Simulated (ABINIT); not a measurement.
Wanted: the native input for an ABINIT 10.8.3 (patched build) run.

```yaml
Task: band structure
Functional: PBE
Potentials_or_basis: JTH PAW PBE v2.0 sp
Cutoff: 408 eV
k_mesh: 8 × 8 × 8
Occupations: fermi-dirac, width 0.05 eV
Spin: spin-orbit coupling, no magnetisation
Fine-grid_cutoff: 816.342 eV
Exchange_and_correlation_inside_the_PAW_spheres: full angular mesh (pawxcdev 0, this build's default; the released program takes 1)
```

The system is InAs.

```
CELL_PARAMETERS angstrom
0.00000 3.01800 3.01800
3.01800 0.00000 3.01800
3.01800 3.01800 0.00000
ATOMIC_POSITIONS crystal
In 0.00000 0.00000 0.00000
As 0.75000 0.75000 0.75000
```

These files were run (other wordings do the same):

run.abi

```
# Datasets: ground state, then fixed potential
ndtset 2

# Pseudopotentials
pp_dirpath "./"
pseudos "In.GGA_PBE-JTH_sp.xml, As.GGA_PBE-JTH_sp.xml"

# Structure
acell 8.0655335175 8.0655335175 8.0655335175
rprim
     0.0000000000     0.7071067812     0.7071067812
     0.7071067812     0.0000000000     0.7071067812
     0.7071067812     0.7071067812     0.0000000000
ntypat 2
znucl 49 33
natom 2
typat 1 2
xred
     0.0000000000     0.0000000000     0.0000000000
     0.7500000000     0.7500000000     0.7500000000

# Plane-wave basis
ecut 15.0
pawecutdg 30.0

# Exchange and correlation
ixc 11

# Bands and occupations
occopt 3
tsmear 0.05 eV

# Spin
nspinor 2
nspden 1
pawspnorb 1

# SCF cycle
nstep 100

# Output
iomode 3
prtwf 0
prteig 0
prtebands 0
prtden1 1

# Dataset 1
kptopt1 4
ngkpt1 8 8 8
nshiftk1 1
shiftk1 0.0 0.0 0.0
nband1 16
tolvrs1 1.0e-9

# Dataset 2: bands along G-X-W-K-G-L-U-W-L-K
iscf2 -2
getden2 1
nband2 24
nbdbuf2 2
tolwfr2 1.0e-12
kptopt2 -9
ndivsm2 5
prteig2 1
kptbounds2
     0.0000000000     0.0000000000     0.0000000000
     0.5000000000     0.0000000000     0.5000000000
     0.5000000000     0.2500000000     0.7500000000
     0.3750000000     0.3750000000     0.7500000000
     0.0000000000     0.0000000000     0.0000000000
     0.5000000000     0.5000000000     0.5000000000
     0.6250000000     0.2500000000     0.6250000000
     0.5000000000     0.2500000000     0.7500000000
     0.5000000000     0.5000000000     0.5000000000
     0.3750000000     0.3750000000     0.7500000000
```

Potentials or basis: JTH PAW PBE v2.0 sp.

Launch:

```bash
$ abinit run.abi > log 2>&1
```

Results of the run:

| Item | Value |
| --- | --- |
| Band gap on the k mesh | none (metal or under the smearing width) |

Caveat: this set keeps more shells in the core, which shifts pressures and gaps; this crystal is a semiconductor, whose small gap the functional closes, so the metal is an error of the method; the atomic spheres overlap.

It took 2.1 min on 1 thread of Arm Neoverse V1, with other jobs on the host, peak memory 0.16 GiB.
